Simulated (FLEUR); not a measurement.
# Bi under changes of volume

One of the cells (35.070 Å³/atom); the others are scaled copies at fixed shape and fractional positions:

```
CELL_PARAMETERS angstrom
2.26750 1.30914 3.93800
-2.26750 1.30914 3.93800
0.00000 -2.61828 3.93800
ATOMIC_POSITIONS crystal
Bi 0.76600 0.76600 0.76600
Bi 0.23400 0.23400 0.23400
```

```yaml
Program: FLEUR MaX-R8.1 (later development tree)
Functional: LDA
Potentials_or_basis: all-electron
Basis: FLAPW
Kmax: 4.1 1/bohr
k_mesh: 7 × 7 × 7
Occupations: fermi-dirac, width 0.05 eV
Spin: no spin polarisation
```

```csv
volume (Å³/atom),energy over the lowest point (meV/atom),gap on the mesh (eV)
32.965,4.85,0.30
33.667,0.00,0.29
35.070,4.98,0.27
36.472,?,?
37.174,41.63,0.24
```

Problem. What does the run at 36.472 Å³/atom give?

Solution. Energy over the lowest point 26.08 meV/atom; gap on the mesh 0.25 eV.

Worked out: A Birch-Murnaghan fit of order 2 (a polynomial in V^(-2/3)) to the other rows has its minimum at 33.98 Å³/atom with B0 = V·E''(V) = 52 GPa at fixed shape and positions, which overstates the stiffness. It gives 25.99 meV/atom at 36.472 Å³/atom, against the run's 26.08. A straight line through the other rows of the gap, of slope -0.5 eV per unit of ln V, gives 0.25 eV, against the run's 0.25.

Energies are extrapolated to zero smearing.

Caveats: spin-orbit coupling is left out, which as a rule narrows the gap of such compounds by several tenths of an eV; an odd mesh through Γ misses points on the zone boundary, where band edges often lie.
